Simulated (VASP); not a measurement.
# TiC (P6_3/mmc) in VASP: relaxation of cell and atoms with PBE

Aim: the relaxation of cell and atoms of TiC with PBE.

Program: VASP 6.6.1. These are calculated values, not measurements. Logs are shortened: lines on timing, memory, paths and dates and some standing lists are left out, and cuts for length are marked.

## Step 1: The crystal as given

The structure is hexagonal, space group P6_3/mmc (No. 194). Conventional cell: a = 3.261 Å, b = 3.261 Å, c = 6.123 Å, α = 90.00°, β = 90.00°, γ = 120.00°. Ti (site symmetry -6m2) is surrounded by 6 C at 2.43 Å. Around C (site symmetry -3m) lie 6 Ti at 2.43 Å.

The cell was built by a generator and needn't be a form met in nature.

## Step 2: Relaxation of cell and atoms, PBE

INCAR

```
  ALGO = Normal
  EDIFF = 1E-6
  EDIFFG = -0.04
  ENCUT = 600
  GGA = PE
  IBRION = 2
  ISIF = 3
  ISMEAR = 0
  LASPH = True
  LCHARG = False
  LREAL = False
  LWAVE = False
  NELM = 100
  NSW = 90
  PREC = Accurate
  SIGMA = 0.1
```

KPOINTS

```
k-points
0
Gamma
  6 6 4
```

POSCAR

```
TiC
1.0
    3.2614892200      0.0000000000      0.0000000000
   -1.6307446100      2.8245325100      0.0000000000
    0.0000000000      0.0000000000      6.1226117500
Ti C
2 2
Direct
    0.6666666700      0.3333333300      0.7500000000
    0.3333333300      0.6666666700      0.2500000000
    0.0000000000      0.0000000000      0.0000000000
    0.0000000000      0.0000000000      0.5000000000
```

Potentials or basis: VASP PAW PBE potentials, release 64 (Ti_sv, C).

Command:

```console
$ cat potpaw_PBE.64/Ti_sv/POTCAR potpaw_PBE.64/C/POTCAR > POTCAR
$ mpirun -np 1 vasp_std > vasp.out
```

OUTCAR:

```text
EDIFF = 1E-6
   EDIFFG = -0.04
   ENCUT = 600
   GGA = PE
   IBRION = 2
   ISIF = 3
   ISMEAR = 0
   LASPH = True
   LREAL = False
   NELM = 100
   NSW = 90
   PREC = Accurate

 ion  position               nearest neighbor table
   1  0.667  0.333  0.750-   3 2.43   4 2.43   3 2.43   4 2.43   3 2.43   4 2.43
   2  0.333  0.667  0.250-   3 2.43   4 2.43   3 2.43   4 2.43   3 2.43   4 2.43
   3  0.000  0.000  0.000-   1 2.43   2 2.43   2 2.43   1 2.43   1 2.43   2 2.43
   4  0.000  0.000  0.500-   1 2.43   2 2.43   2 2.43   1 2.43   1 2.43   2 2.43

  LATTYP: Found a hexagonal cell.
 ALAT       =     3.2614892200
 C/A-ratio  =     1.8772442087

  Lattice vectors:

 A1 = (   3.2614892200,   0.0000000000,   0.0000000000)
 A2 = (  -1.6307446100,   2.8245325100,   0.0000000000)
 A3 = (   0.0000000000,   0.0000000000,   6.1226117500)

Analysis of symmetry for initial positions (statically):
=====================================================================
 Subroutine PRICEL returns:
 Original cell was already a primitive cell.

 Routine SETGRP: Setting up the symmetry group for a
 hexagonal supercell.

 Subroutine GETGRP returns: Found 24 space group operations
 (whereof 12 operations were pure point group operations)
 out of a pool of 24 trial point group operations.

The static configuration has the point symmetry D_3d.
 The point group associated with its full space group is D_6h.

Analysis of symmetry for dynamics (positions and initial velocities):
=====================================================================
 Subroutine PRICEL returns:
 Original cell was already a primitive cell.

 Routine SETGRP: Setting up the symmetry group for a
 hexagonal supercell.

 Subroutine GETGRP returns: Found 24 space group operations
 (whereof 12 operations were pure point group operations)
 out of a pool of 24 trial point group operations.

The dynamic configuration has the point symmetry D_3d.
 The point group associated with its full space group is D_6h.

 Subroutine INISYM returns: Found 24 space group operations
 (whereof 12 operations are pure point group operations),
 and found     1 'primitive' translations

----------------------------------------------------------------------------------------

                                     Primitive cell

  volume of cell :      56.4026

  direct lattice vectors                    reciprocal lattice vectors
     3.261489220  0.000000000  0.000000000     0.306608403  0.177020444  0.000000000
[... 107 lines left out ...]
  volume/ion in A,a.u.               =      14.10        95.16
  Fermi-wavevector in a.u.,A,eV,Ry     =   1.355268  2.561085 24.990507  1.836750
  Thomas-Fermi vector in A             =   2.482370
   LORBIT       =      0    0 simple, 1 ext, 2 COOP (PROOUT), +10 PAW based schemes
   GGA     = PE    functional components
   LHFCALC =     F    Hartree Fock is set to
   AEXX    =    0.0000 exact exchange contribution
   IVDW    =     0    specifies the selected vdW correction
   LEPSILON=     F    determine dielectric tensor
   LRPA    =     F    only Hartree local field effects (RPA)
 conjugate gradient relaxation of ions
 non-spin polarized calculation
 Gauss-broadening in eV      SIGMA  =   0.10
  energy-cutoff  :      600.00
  volume of cell :       56.40
 maximum number of plane-waves:      1908
 NGX is ok and might be reduce to    28
   NGX = 13   NGY = 13   NGZ = 25

--------------------------------------- Ionic step        1  -------------------------------------------

 number of electron      32.0000002 magnetization

 Free energy of the ion-electron system (eV)
  ---------------------------------------------------
  ext. energy  EPLUGINS =         0.00000000
  ---------------------------------------------------
  free energy    TOTEN  =       -33.49898533 eV

  energy without entropy =      -33.48929909  energy(sigma->0) =      -33.49414221

------------------------ aborting loop because EDIFF is reached ----------------------------------------

  FORCE on cell =-STRESS in cart. coord.  units (eV):
  Direction    XX          YY          ZZ          XY          YZ          ZX
  --------------------------------------------------------------------------------------
  -------------------------------------------------------------------------------------
  Total       -9.8081400     -9.8081399    -21.2629808      0.0000000      0.0000000     -0.0000000
  in kB     -278.6108282   -278.6108265   -603.9979751      0.0000000      0.0000000     -0.0000000
  external PRESSURE =    -387.0732099 kB  Pullay stress =       0.0000000 kB
[... 25 lines left out ...]
--------------------------------------- Ionic step        2  -------------------------------------------

 number of electron      31.9999999 magnetization

 E-fermi :  12.0769     XC(G=0): -13.8661

 val. band max:       12.0426613534   @ k =   0.1667  -0.0000   0.0000
 cond. band min:      13.0970076754   @ k =   0.0000   0.0000   0.0000
 fundamental gap:      1.0543463220
 Fermi energy:        12.0769356351

 k-point     1 :       0.0000    0.0000    0.0000
  band No.  band energies     occupation
      1     -43.6412      2.00000
      2     -43.4288      2.00000
      3     -20.5440      2.00000
      4     -19.6278      2.00000
      5     -19.6278      2.00000
      6     -19.5197      2.00000
[... 541 lines left out ...]
  FREE ENERGIE OF THE ION-ELECTRON SYSTEM (eV)
  ---------------------------------------------------
  free  energy   TOTEN  =       -36.5806492265 eV

  energy  without entropy=      -36.5721999842  energy(sigma->0) =      -36.57642461

[... ionic steps 4 to 7 ...]

--------------------------------------- Ionic step        8  -------------------------------------------

 number of electron      31.9999999 magnetization

------------------------ aborting loop because EDIFF is reached ----------------------------------------
[... 71 lines left out ...]
--------------------------------------- Ionic step       10  -------------------------------------------

 number of electron      32.0000000 magnetization

 Free energy of the ion-electron system (eV)
  ---------------------------------------------------
  ext. energy  EPLUGINS =         0.00000000
  ---------------------------------------------------
  free energy    TOTEN  =       -36.86306752 eV

  energy without entropy =      -36.85742518  energy(sigma->0) =      -36.86024635

 E-fermi :   9.7012     XC(G=0): -12.6895

 val. band max:        9.6840255318   @ k =   0.1667   0.1667   0.2500
 cond. band min:       9.8073700465   @ k =   0.3333   0.3333   0.2500
 fundamental gap:      0.1233445147
 Fermi energy:         9.7011661737

 k-point     1 :       0.0000    0.0000    0.0000
  band No.  band energies     occupation
      1     -46.9662      2.00000
      2     -46.8647      2.00000
      3     -23.4967      2.00000
      4     -23.1158      2.00000
      5     -23.1158      2.00000
      6     -23.0365      2.00000
[... 503 lines left out ...]
  FREE ENERGIE OF THE ION-ELECTRON SYSTEM (eV)
  ---------------------------------------------------
  free  energy   TOTEN  =       -36.8630675241 eV

  energy  without entropy=      -36.8574251770  energy(sigma->0) =      -36.86024635

 reached required accuracy - stopping structural energy minimisation
```

It took 3.8 min on 1 thread of AMD EPYC 7R13 (Zen 3), shared host; peak memory 0.19 GiB.

Results:

```yaml
Free_energy: -36.8631 eV
Relaxed_volume: 10.16 Å³/atom
Relaxed_cell: a = 3.160 Å, b = 3.160 Å, c = 4.701 Å, α = 90.00°, β = 90.00°, γ = 120.00°
Space_group_after_relaxing_to_0.05_Å: P6_3/mmc (No. 194)
Energy_gained_by_relaxing: 841.0 meV/atom
Ionic_steps: 10
Pressure_after_relaxing: 0.0 GPa
Band_gap_on_the_k_mesh: none (metal or under the smearing width)
```

Step by step:
```
step  energy change (eV)  largest force (eV/Å)  pressure (GPa)  volume (Å³)
   1              0.0000                0.0000          -38.71        56.40
   2             -1.4847                0.0000           85.74        32.60
   3             -3.0817                0.0000            3.09        40.39
   4             -3.0850                0.0000            4.91        40.11
   5             -3.3308                0.0000            0.39        40.71
   6             -3.3606                0.0000           -1.41        40.91
   7             -3.3620                0.0000           -1.94        40.97
   8             -3.3623                0.0000           -1.81        40.94
   9             -3.3615                0.0000            2.19        40.28
  10             -3.3641                0.0000            0.00        40.64
```

Final structure:
```
Ti C
1.0
     3.15957    0.00000    0.00000
    -1.57978    2.73627    0.00000
     0.00000    0.00000    4.70109
Ti C
2 2
Direct
  0.66667 0.33333 0.75000
  0.33333 0.66667 0.25000
  0.00000 0.00000 0.00000
  0.00000 0.00000 0.50000
```

Levels at points of the mesh, in eV from the Fermi level:
| k point | band 14 | band 15 | band 16 | band 17 | band 18 | band 19 |
| --- | --- | --- | --- | --- | --- | --- |
| (0.00, 0.00, 0.00) | -0.89 | -0.89 | 0.80 | 0.80 | 0.89 | 0.91 |
| (0.50, 0.00, 0.00) | -3.13 | -1.59 | -1.32 | 2.40 | 2.72 | 2.87 |
| (0.00, 0.00, 0.50) | -2.57 | -2.35 | -2.35 | 2.27 | 2.27 | 2.27 |
| (0.50, 0.00, 0.50) | -2.44 | -2.33 | -2.33 | 1.65 | 1.65 | 2.46 |

Caveat: the k mesh is coarse (spacing up to 0.37 Å⁻¹), so the values aren't converged; the volume moved by over 15 % at a fixed basis, so the end points are rough.
